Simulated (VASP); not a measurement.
# PtS2 (P-3m1) in VASP: a series of runs

One crystal, PtS2, is run at these levels: r2SCAN; tasks: single point.

Everything below comes from runs of VASP 6.6.1. Logs are shortened: lines on timing, memory, paths and dates and some standing lists are left out, and cuts for length are marked.

### Step 1. The crystal as given

The structure is trigonal, space group P-3m1 (No. 164). The conventional cell has a = 3.543 Å, b = 3.543 Å, c = 5.039 Å, α = 90.00°, β = 90.00°, γ = 120.00°. Around Pt (site symmetry -3m) lie 6 S at 2.34 Å. S (site symmetry 3m) has 3 Pt at 2.34 Å as nearest neighbours.

### Step 2. Single point, r2SCAN

File INCAR:

```
SYSTEM = PtS2
  PREC = Accurate
  ENCUT = 350
  EDIFF = 1E-7
  ISMEAR = 0
  SIGMA = 0.05
  LREAL = .FALSE.
  LASPH = .TRUE.
  NELM = 100
  ALGO = Normal
  ISIF = 2
  LWAVE = .FALSE.
  LCHARG = .FALSE.
  METAGGA = R2SCAN
  LMIXTAU = .TRUE.
  ADDGRID = .FALSE.
```

File KPOINTS:

```
regular mesh
0
G
  11 11 7
  0 0 0
```

File POSCAR:

```
PtS2
1.0
    3.5432000000      0.0000000000      0.0000000000
   -1.7716000000      3.0685012107      0.0000000000
    0.0000000000      0.0000000000      5.0388000000
Pt S
1 2
Direct
    0.0000000000      0.0000000000      0.0000000000
    0.6666666667      0.3333333333      0.7730000000
    0.3333333333      0.6666666667      0.2270000000
```

Potentials or basis: VASP PAW PBE potentials, release 64 (Pt, S).

Command:

```bash
cat potpaw_PBE.64/Pt/POTCAR potpaw_PBE.64/S/POTCAR > POTCAR
mpirun -np 1 vasp_std > vasp.out
```

OUTCAR:

```text
SYSTEM = PtS2
   PREC = Accurate
   ENCUT = 350
   EDIFF = 1E-7
   ISMEAR = 0
   LREAL = .FALSE.
   LASPH = .TRUE.
   NELM = 100
   ISIF = 2
   METAGGA = R2SCAN

 Found     94 irreducible k-points:

 Following reciprocal coordinates:
            Coordinates               Weight
  0.000000  0.000000  0.000000      1.000000
  0.090909  0.000000  0.000000      6.000000
  0.181818  0.000000  0.000000      6.000000
  0.272727  0.000000  0.000000      6.000000
  0.363636 -0.000000  0.000000      6.000000
  0.454545 -0.000000  0.000000      6.000000
   k-points           NKPTS =     94   k-points in BZ     NKDIM =     94   number of bands    NBANDS=     15
   number of dos      NEDOS =    301   number of ions     NIONS =      3
   total plane-waves  NPLWV =  18432
   dimension x,y,z NGX =    24 NGY =   24 NGZ =   32
   dimension x,y,z NGXF=    48 NGYF=   48 NGZF=   64
   ions per type =               1   2
   NGX,Y,Z   is equivalent  to a cutoff of  11.26, 11.26, 10.56 a.u.
   NGXF,Y,Z  is equivalent  to a cutoff of  22.52, 22.52, 21.12 a.u.
 SYSTEM =  PtS2
   PREC   = accura    normal or accurate (medium, high low for compatibility)
   ISTART =      0    job   : 0-new  1-cont  2-samecut
   ICHARG =      2    charge: 1-file 2-atom 10-const
   ISPIN  =      1    spin polarized calculation?
   LNONCOLLINEAR =      F non collinear calculations
   LSORBIT =      F    spin-orbit coupling
   LASPH  =      T    aspherical Exc in radial PAW
   ENCUT  =  350.0 eV  25.72 Ry    5.07 a.u.   5.40  5.40  7.69*2*pi/ulx,y,z
   NELM   =    100;   NELMIN=  2; NELMDL= -5     # of ELM steps
   EDIFF  = 0.1E-06   stopping-criterion for ELM
   LREAL  =      F    real-space projection
   EDIFFG = 0.1E-05   stopping-criterion for IOM
   NSW    =      0    number of steps for IOM
   IBRION =     -1    ionic relax: 0-MD 1-quasi-New 2-CG
   NFREE  =      0    steps in history (QN), initial steepest desc. (CG)
   ISIF   =      2    stress and relaxation
   ISYM   =      2    0-nonsym 1-usesym 2-fastsym
   POTIM  = 0.5000    time-step for ionic-motion
   TEBEG  =    0.0;   TEEND  =   0.0 temperature during run
   PSTRESS=    0.0 pullay stress
   NELECT =      22.0000    total number of electrons
   NUPDOWN=      -1.0000    fix difference up-down
   EMIN   =  10.00;   EMAX   =-10.00  energy-range for DOS
   EFERMI =   0.00;   METHOD = LEGACY
   ISMEAR =     0;   SIGMA  =   0.05  broadening in eV -4-tet -1-fermi 0-gaus
   EFERMI_NEDOS =   21; number of points for ismear=-14 and -15
   IALGO  =     38    algorithm
   IMIX   =      4    mixing-type and parameters
     AMIX     =   0.40;   BMIX     =  1.00
     AMIX_MAG =   1.60;   BMIX_MAG =  1.00
  volume/ion in A,a.u.               =      18.26       123.23
  Fermi-wavevector in a.u.,A,eV,Ry     =   1.207812  2.282434 19.848315  1.458810
  Thomas-Fermi vector in A             =   2.343439
   LORBIT       =      0    0 simple, 1 ext, 2 COOP (PROOUT), +10 PAW based schemes
   METAGGA = R2SCAN    functional components
   LHFCALC =     F    Hartree Fock is set to
   AEXX    =    0.0000 exact exchange contribution
   IVDW    =     0    specifies the selected vdW correction
   LEPSILON=     F    determine dielectric tensor
   LRPA    =     F    only Hartree local field effects (RPA)
 non-spin polarized calculation
 Gauss-broadening in eV      SIGMA  =   0.05
  energy-cutoff  :      350.00
  volume of cell :       54.78
 maximum number of plane-waves:       837
 NGX is ok and might be reduce to    24
   NGX = 11   NGY = 11   NGZ = 15

 number of electron      22.0000001 magnetization

 Free energy of the ion-electron system (eV)
  ---------------------------------------------------
  ext. energy  EPLUGINS =         0.00000000
  ---------------------------------------------------
  free energy    TOTEN  =       -68.73814295 eV

  energy without entropy =      -68.73814295  energy(sigma->0) =      -68.73814295

 E-fermi :   6.8412     XC(G=0): -11.2793

 val. band max:        6.5660029417   @ k =   0.0000   0.1818   0.1429
 cond. band min:       7.4628027043   @ k =   0.0000   0.2727   0.2857
 fundamental gap:      0.8967997627
 Fermi energy:         6.8412187230

 k-point     1 :       0.0000    0.0000    0.0000
  band No.  band energies     occupation
      1      -9.7022      2.00000
      2      -6.3375      2.00000
      3      -0.7902      2.00000
      4      -0.7902      2.00000
      5      -0.6619      2.00000
      6       2.3541      2.00000
      7       2.3541      2.00000
      8       4.6368      2.00000
      9       5.3274      2.00000
     10       5.3274      2.00000
     11       6.4200      2.00000
     12       9.1546      0.00000
     13       9.1546      0.00000
     14      11.7477      0.00000
     15      12.9053      0.00000

 k-point     2 :       0.0909    0.0000    0.0000
  band No.  band energies     occupation
      1      -9.5863      2.00000
      2      -6.4145      2.00000
      3      -0.7104      2.00000
      4      -0.6925      2.00000
      5      -0.5461      2.00000
      6       2.1957      2.00000
      7       2.2623      2.00000
      8       4.2881      2.00000
      9       5.3173      2.00000
     10       5.3358      2.00000
     11       6.4793      2.00000
     12       8.6871      0.00000
     13       9.0629      0.00000
     14      12.3367      0.00000
     15      13.3124      0.00000

 k-point     3 :       0.1818    0.0000    0.0000
  band No.  band energies     occupation
      1      -9.2536      2.00000
      2      -6.6121      2.00000
      3      -0.4922      2.00000
      4      -0.4623      2.00000
      5      -0.1868      2.00000
      6       1.6850      2.00000
      7       2.0776      2.00000
      8       3.6744      2.00000
      9       5.1806      2.00000
     10       5.2199      2.00000
     11       6.3248      2.00000
     12       8.2060      0.00000
     13       8.9711      0.00000
     14      12.7849      0.00000
     15      14.0866      0.00000

 k-point     4 :       0.2727    0.0000    0.0000
  band No.  band energies     occupation
      1      -8.7538      2.00000
      2      -6.8581      2.00000
      3      -0.2995      2.00000
      4      -0.2110      2.00000
      5       0.3985      2.00000
      6       0.9682      2.00000
      7       1.9836      2.00000
      8       3.2872      2.00000
      9       4.7994      2.00000
     10       4.8035      2.00000
     11       5.6558      2.00000
     12       8.2597      0.00000
     13       9.0921      0.00000
     14      12.3841      0.00000
     15      14.9289      0.00000

 k-point     5 :       0.3636   -0.0000    0.0000
  band No.  band energies     occupation
      1      -8.1879      2.00000
      2      -7.0913      2.00000
      3      -0.7069      2.00000
      4       0.0089      2.00000
      5       0.8130      2.00000
      6       1.1469      2.00000
      7       2.1582      2.00000
      8       3.1309      2.00000
      9       4.1265      2.00000
     10       4.1670      2.00000
     11       4.8733      2.00000
     12       8.3900      0.00000
     13       9.3435      0.00000
     14      12.2547      0.00000
     15      14.3069      0.00000

 k-point     6 :       0.4545   -0.0000    0.0000
  band No.  band energies     occupation
      1      -7.7252      2.00000
      2      -7.2918      2.00000
      3      -1.2348      2.00000
      4       0.1007      2.00000
      5       1.0307      2.00000
      6       1.8630      2.00000
      7       2.6548      2.00000
      8       3.1015      2.00000
      9       3.3616      2.00000
     10       3.5552      2.00000
     11       4.2187      2.00000
     12       8.4624      0.00000
     13       9.5288      0.00000
     14      12.3766      0.00000
     15      13.6753      0.00000

 [... further k-points ...]

------------------------ aborting loop because EDIFF is reached ----------------------------------------

  FORCE on cell =-STRESS in cart. coord.  units (eV):
  Direction    XX          YY          ZZ          XY          YZ          ZX
  --------------------------------------------------------------------------------------
  -------------------------------------------------------------------------------------
  Total        3.0728357      3.0728357      3.1413540      0.0000000      0.0000000      0.0000000
  in kB       89.8671221     89.8671221     91.8709855      0.0000000      0.0000000      0.0000000
  external PRESSURE =      90.5350766 kB  Pullay stress =       0.0000000 kB

 VOLUME and BASIS-vectors are now :
 -----------------------------------------------------------------------------
  energy-cutoff  :      350.00
  volume of cell :       54.78
      direct lattice vectors                 reciprocal lattice vectors
     3.543200000  0.000000000  0.000000000     0.282230752  0.162946001  0.000000000
    -1.771600000  3.068501211  0.000000000     0.000000000  0.325892001  0.000000000
     0.000000000  0.000000000  5.038800000     0.000000000  0.000000000  0.198459951

 POSITION                                       TOTAL-FORCE (eV/Angst)
 -----------------------------------------------------------------------------------
      0.00000      0.00000      0.00000         0.000000      0.000000      0.000000
      1.77160      1.02283      3.89499        -0.000000     -0.000000     -1.210149
     -0.00000      2.04567      1.14381         0.000000      0.000000      1.210149
 -----------------------------------------------------------------------------------
    total drift:                                0.000000     -0.000000     -0.000000

  FREE ENERGIE OF THE ION-ELECTRON SYSTEM (eV)
  ---------------------------------------------------
  free  energy   TOTEN  =       -68.7381429502 eV

  energy  without entropy=      -68.7381429502  energy(sigma->0) =      -68.73814295
```

Wall time 1.7 min (1 thread of Intel Xeon Platinum 8559C (Emerald Rapids), shared host); peak memory 0.18 GiB.

The run converged, but some of its settings lie outside the range that counts as converged, so its numbers aren't taken as properties of the crystal.

Results:

- Free energy: -68.7381 eV
- Pressure: 9.1 GPa
- Largest force: 1.210 eV/Å
- Band gap on the k mesh: 0.90 eV, indirect (least direct gap 1.17 eV)

Caveat: the PAW data sets were made with another functional, which shifts forces and pressure a little; spin-orbit coupling is left out, which moves the levels of the heavy elements; an odd mesh through Γ misses points on the zone boundary, where band edges often lie.

### Step 3. Single point, r2SCAN

INCAR: that of step 2 with these lines changed.

```diff
@@ -2,3 +2,3 @@
   PREC = Accurate
-  ENCUT = 350
+  ENCUT = 400
   EDIFF = 1E-7
```

KPOINTS is that of step 2.

POSCAR is that of step 2.

Potentials or basis: VASP PAW PBE potentials, release 64 (Pt, S).

Command:

```bash
cat potpaw_PBE.64/Pt/POTCAR potpaw_PBE.64/S/POTCAR > POTCAR
mpirun -np 1 vasp_std > vasp.out
```

Run time: 1.9 min. Hardware: 1 thread of Intel Xeon Platinum 8559C (Emerald Rapids), shared host; peak memory 0.19 GiB.

The run converged, but some of its settings lie outside the range that counts as converged, so its numbers aren't taken as properties of the crystal.

What came out:

| Item | Value |
| --- | --- |
| Free energy | -68.7398 eV |
| Pressure | 9.2 GPa |
| Largest force | 1.210 eV/Å |
| Band gap on the k mesh | 0.90 eV, indirect (least direct gap 1.17 eV) |

Caveat: the PAW data sets were made with another functional, which shifts forces and pressure a little; spin-orbit coupling is left out, which moves the levels of the heavy elements; an odd mesh through Γ misses points on the zone boundary, where band edges often lie.

### Step 4. Single point, r2SCAN

INCAR: that of step 3 with these lines changed.

```diff
@@ -4,3 +4,3 @@
   EDIFF = 1E-7
-  ISMEAR = 0
+  ISMEAR = -5
   SIGMA = 0.05
```

KPOINTS is that of step 3.

POSCAR is that of step 3.

Command:

```bash
cat potpaw_PBE.64/Pt/POTCAR potpaw_PBE.64/S/POTCAR > POTCAR
mpirun -np 1 vasp_std > vasp.out
```

It took 1.8 min on 1 thread of Intel Xeon Platinum 8559C (Emerald Rapids), shared host; peak memory 0.2 GiB.

The run converged, but some of its settings lie outside the range that counts as converged, so its numbers aren't taken as properties of the crystal.

Results:

| Item | Value |
| --- | --- |
| Free energy | -68.7398 eV |
| Pressure | 9.2 GPa |
| Largest force | 1.210 eV/Å |
| Band gap on the k mesh | 0.90 eV, indirect (least direct gap 1.17 eV) |

Caveat: the PAW data sets were made with another functional, which shifts forces and pressure a little; spin-orbit coupling is left out, which moves the levels of the heavy elements; an odd mesh through Γ misses points on the zone boundary, where band edges often lie.

### Step 5. The reference run

An earlier run on the cell as given: functional PBEsol; potentials or basis VASP PAW PBE potentials, release 64 (Pt, S); cutoff 520 eV; k mesh 9 × 9 × 5; occupations fermi-dirac, width 0.05 eV; no spin polarisation.

* Pressure: 6.1 GPa
* Largest force: 0.930 eV/Å
* Band gap on the k mesh: 0.96 eV, indirect (least direct gap 1.00 eV)
